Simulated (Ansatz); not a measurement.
# Zr (bcc type): a single-point run

The task is a single-point run on Zr (bcc type).

Program: Ansatz 0.2.0. Level of theory: DFT, PBEsol, all-electron LAPW, scalar-relativistic. These are calculated values, not measurements.

1 further run of the same task is left out (it didn't finish).

## 1. The system as given

It takes space group Im-3m (No. 229, cubic). The conventional cell has a = 3.463 Å, b = 3.463 Å, c = 3.463 Å, α = 90.00°, β = 90.00°, γ = 90.00°. Zr (site symmetry m-3m) has 8 Zr at 3.00 Å as nearest neighbours.

As a file:

```cif
data_structure
_symmetry_space_group_name_H-M 'P 1'
_symmetry_Int_Tables_number 1
_cell_length_a 2.9990
_cell_length_b 2.9990
_cell_length_c 2.9990
_cell_angle_alpha 109.471
_cell_angle_beta 109.471
_cell_angle_gamma 109.471
_cell_volume 20.76
loop_
_atom_site_label
_atom_site_type_symbol
_atom_site_fract_x
_atom_site_fract_y
_atom_site_fract_z
_atom_site_occupancy
Zr1 Zr 0.00000 0.00000 0.00000 1
```

## 2. The calculation

The input, input.yaml:

```yaml
crystal:
  lattice:
    - [-1.7314586108, 1.7314586108, 1.7314586108]
    - [1.7314586108, -1.7314586108, 1.7314586108]
    - [1.7314586108, 1.7314586108, -1.7314586108]
  atoms:
    - { symbol: Zr, position: [0.0, 0.0, 0.0] }
kpoints:
  mp_grid: { grid: [15, 14, 16] }
scf:
  occupations: { method: fermi_dirac, width: 0.08 }
  max_iter: 50
hamiltonian:
  xc: pbesol
  pseudopotentials: { kind: all_electron, lapw: { basis_error: 0.001 } }
output:
  forces: true
  stress: true
  eigenvalues: true
  populations: true
```

Command:

```sh
> ansatz run input.yaml --threads 1 --pin off --max-ram 2048MiB --backend cpu --events-out ev --progress --plain --runs-dir out
```

Q: Will this input give a usable result? If not, why, and what should change?

The run converged and reported no error, with warnings (symmetry narrowed by mesh). Its log warns: «crystal.symmetry: narrowed to the stabiliser of the k-point mesh — unitary ops 48 → 2; excluded 46 operations that carry a point of the 15×14×16 mesh (shift [0, 0 ...»

In the input, kpoints.mp_grid.grid is [15, 14, 16]. The mesh has lower symmetry than the crystal, so equivalent directions are sampled differently.

Run again and compare: set kpoints.mp_grid.grid to [15, 15, 15].
